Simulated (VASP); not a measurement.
# CdS: relaxation of cell and atoms with LDA

CdS:

```
Cd S
1.0
     4.08345    0.00000    0.00000
    -2.04173    3.53637    0.00000
     0.00000    0.00000    6.65737
Cd S
2 2
Direct
  0.33333 0.66667 0.99957
  0.66667 0.33333 0.49957
  0.33333 0.66667 0.37543
  0.66667 0.33333 0.87543
```

```json
{
  "Program": "VASP 6.6.1",
  "Task": "relaxation of cell and atoms",
  "Functional": "LDA",
  "Potentials or basis": "VASP PAW LDA potentials, release 64 (Cd, S)",
  "Cutoff": "600 eV",
  "k mesh": "9 × 9 × 4",
  "Occupations": "gaussian, width 0.03 eV",
  "Spin": "no spin polarisation",
  "Further INCAR settings": "ALGO = Normal; EDIFF = 1e-07; IBRION = 2; EDIFFG = -0.005; NSW = 90; ISIF = 3"
}
```

```
Pressure after relaxing      : 0.0 GPa
Largest force after relaxing : 0.004 eV/Å
Band gap on the k mesh       : 1.04 eV, direct
```

Forces in eV/Å, atoms in the order of the input:
```
Cd   0.000  0.000 -0.004
Cd   0.000  0.000 -0.004
S    0.000  0.000  0.004
S    0.000  0.000  0.004
```

Final structure:
```
Cd S
1.0
     4.08345    0.00000    0.00000
    -2.04173    3.53637    0.00000
     0.00000    0.00000    6.65737
Cd S
2 2
Direct
  0.33333 0.66667 0.99957
  0.66667 0.33333 0.49957
  0.33333 0.66667 0.37543
  0.66667 0.33333 0.87543
```

Levels at points of the mesh, in eV from the valence-band top:
```tsv
k point	band 15	band 16	band 17	band 18	band 19	band 20	band 21	band 22
(0.00, 0.00, 0.00)	-0.82	-0.06	0.00	0.00	1.04	2.63	6.29	6.29
(0.00, 0.00, 0.50)	-0.43	-0.43	-0.43	-0.43	2.72	2.72	6.01	6.01
```

It took 73 s on 1 thread of Intel(R) Xeon(R) 6975P-C (Granite Rapids) (shared host), peak memory 0.25 GiB.

Caveat: the relaxation stopped at its first step, so nothing moved.
